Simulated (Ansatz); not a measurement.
# Light or heavy electrons for an n-channel?

Plane-wave DFT in Ansatz, r2SCAN, scalar-relativistic PAW potentials, cutoff 500 eV, no spin-orbit coupling; no spin polarisation. Relaxed crystals whose conduction band edge is a single valley at Γ; masses by central differences along the Cartesian axes of the standard setting. A star marks a structure that wasn't matched here to a measured phase, so it may never have been made and needn't be stable; unstarred phases aren't always the most stable ones.

| crystal | gap (eV) | gap kind | m_x | m_y | m_z (mₑ) |
| --- | --- | --- | --- | --- | --- |
| InP (F-43m) | 1.03 | direct | 0.0745 | 0.0745 | 0.0745 |
| GaN (P6_3mc) | 2.35 | direct | 0.189 | 0.189 | 0.17 |
| CdTe (F-43m) | 1.17 | direct | 0.0908 | 0.0908 | 0.0908 |
| AlGa₃N₄ (P-43m)* | 2.82 | direct | 0.22 | 0.22 | 0.22 |
| ZnSe (F-43m) | 1.87 | direct | 0.124 | 0.124 | 0.124 |
| GaAs (F-43m) | 0.96 | direct | 0.052 | 0.052 | 0.052 |

Task: Take a film 3 nm thick, normal along z, current along x, at 300 K. Work out the injection velocity, the density-of-states capacitance and the confinement shift.

Result: For a non-degenerate gas v_T = √(2k_BT/πm_x) = 5.38×10⁶ cm/s ÷ √(m_x/mₑ); one valley with both spins has C_Q = e²√(m_x m_y)/πħ² = 66.9 μF/cm² × √(m_x m_y)/mₑ; hard walls lift the first subband by ħ²π²/(2m_z t²) = 376 meV nm² ÷ (t² m_z/mₑ).
| crystal | v_T (10⁷ cm/s) | C_Q (μF/cm²) | shift (meV) |
| --- | --- | --- | --- |
| InP (F-43m) | 1.97 | 5.0 | 561 |
| GaN (P6_3mc) | 1.24 | 12.6 | 246 |
| CdTe (F-43m) | 1.79 | 6.1 | 460 |
| AlGa₃N₄ (P-43m)* | 1.15 | 14.7 | 190 |
| ZnSe (F-43m) | 1.53 | 8.3 | 337 |
| GaAs (F-43m) | 2.36 | 3.5 | 803 |

Task: With a gate oxide of 1 nm equivalent thickness (3.45 μF/cm²), which gives the most current per gate overdrive in the ballistic limit?

Result: The gate capacitance is the series value C_G = 1/(1/C_ox + 1/C_Q), and the current goes as C_G v_T: GaAs (F-43m) 1.00, InP (F-43m) 0.98, CdTe (F-43m) 0.96, ZnSe (F-43m) 0.91, GaN (P6_3mc) 0.82, AlGa₃N₄ (P-43m)* 0.78 (relative). For an isotropic mass C_G v_T peaks where C_Q = C_ox, at about 0.05 mₑ. This measure doesn't part those within 10 % of the top value: GaAs (F-43m), InP (F-43m), CdTe (F-43m), ZnSe (F-43m). C_Q is the degenerate value and v_T the non-degenerate one; at high drain bias only forward-going states fill, which halves C_Q, while degeneracy raises the velocity, so values within about 10 % of each other aren't ranked. Scattering and the charge centroid are left out, and so are side valleys, which confinement lifts less and can make the lowest. Where the shift is over a third of the gap (InP (F-43m), CdTe (F-43m), GaAs (F-43m)) the band isn't parabolic that far up, so the true shift is smaller and the mass larger. Semilocal functionals give gaps too small and so, as a rule, masses too light.

Spin-orbit coupling, left out, matters for the members with heavy elements.

Cost: about 12 core-minutes for the runs cited, on Arm Neoverse V2, AMD EPYC 7R43 (Zen 3), Arm Neoverse V1 and other processors (shared hosts).